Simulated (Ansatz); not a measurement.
# HfC: a sweep of the smearing

An exercise on one series of results from a longer session: the logs are not shown, and one member is left open.

Method: DFT, PBE, all-electron LAPW, scalar-relativistic, in Ansatz 0.2.0.

## The structure to begin with

The structure is cubic, space group Fm-3m (No. 225). Conventional cell: a = 4.650 Å, b = 4.650 Å, c = 4.650 Å, α = 90.00°, β = 90.00°, γ = 90.00°. Hf (site symmetry m-3m) has 6 C at 2.33 Å in its first shell of neighbours. Around C (site symmetry m-3m) lie 6 Hf at 2.33 Å.

Structure file:

```cif
data_structure
_symmetry_space_group_name_H-M 'Fm-3m'
_symmetry_Int_Tables_number 225
_cell_length_a 4.6500
_cell_length_b 4.6500
_cell_length_c 4.6500
_cell_angle_alpha 90.000
_cell_angle_beta 90.000
_cell_angle_gamma 90.000
_cell_volume 100.54
loop_
_atom_site_label
_atom_site_type_symbol
_atom_site_symmetry_multiplicity
_atom_site_Wyckoff_symbol
_atom_site_fract_x
_atom_site_fract_y
_atom_site_fract_z
_atom_site_occupancy
Hf1 Hf 4 b 0.50000 0.00000 0.00000 1
C1 C 4 a 0.00000 0.00000 0.00000 1
```

The file gives the conventional cell by its symmetry; the runs use the cell typed in the input.

The geometry is a database entry used as it stands. It may stem from high pressure or temperature, or be incomplete, so it serves as a test cell.

Atoms are numbered in the order of the input: Hf1, C2.

Set-up of the first run:

input.yaml reads:

```yaml
crystal:
  lattice:
    - [0.0, 2.325, 2.325]
    - [2.325, 0.0, 2.325]
    - [2.325, 2.325, 0.0]
  atoms:
    - { symbol: Hf, position: [0.5, 0.5, 0.5] }
    - { symbol: C, position: [0.0, 0.0, 0.0] }
kpoints:
  mp_grid: { grid: [15, 15, 15] }
scf:
  occupations: { method: fermi_dirac, width: 0.01 }
hamiltonian:
  xc: pbe
  pseudopotentials: { kind: all_electron, lapw: { basis_error: 0.001 } }
output:
  forces: true
  stress: true
  eigenvalues: true
```

The run is started by

```console
$ ansatz run input.yaml --threads 1 --pin off --max-ram 2048MiB --backend cpu --events-out ev --progress --plain --runs-dir out
```

Among the steps run: With Fermi–Dirac smearing of 0.01 eV; With Fermi–Dirac smearing of 0.15 eV; With Gaussian smearing of 0.2 eV; With cold smearing of 0.15 eV; With tetrahedron filling.

One of the session's tables, all rows but one given; the rest of the session is left out.

It belongs to the step «The sweep in one table». 

```
                       smearing  energy from the first row (meV/atom)
Fermi–Dirac smearing of 0.01 eV                                  0.00
Fermi–Dirac smearing of 0.15 eV                                 -0.47
    Gaussian smearing of 0.2 eV                                 -0.53
       cold smearing of 0.15 eV                                     ?
            tetrahedron filling                                 -0.81
```

Estimate the missing values for cold smearing of 0.15 eV.

**Answer.** energy from the first row (meV/atom): -0.23. In the column «energy from the first row (meV/atom)» it lies between Fermi–Dirac smearing of 0.15 eV (-0.47) and Fermi–Dirac smearing of 0.01 eV (0.00).

Energies are those extrapolated to zero smearing.

Limits of these values: Warnings in the runs' records: band table not solved further, tetrahedron derivatives may miss energy slope.
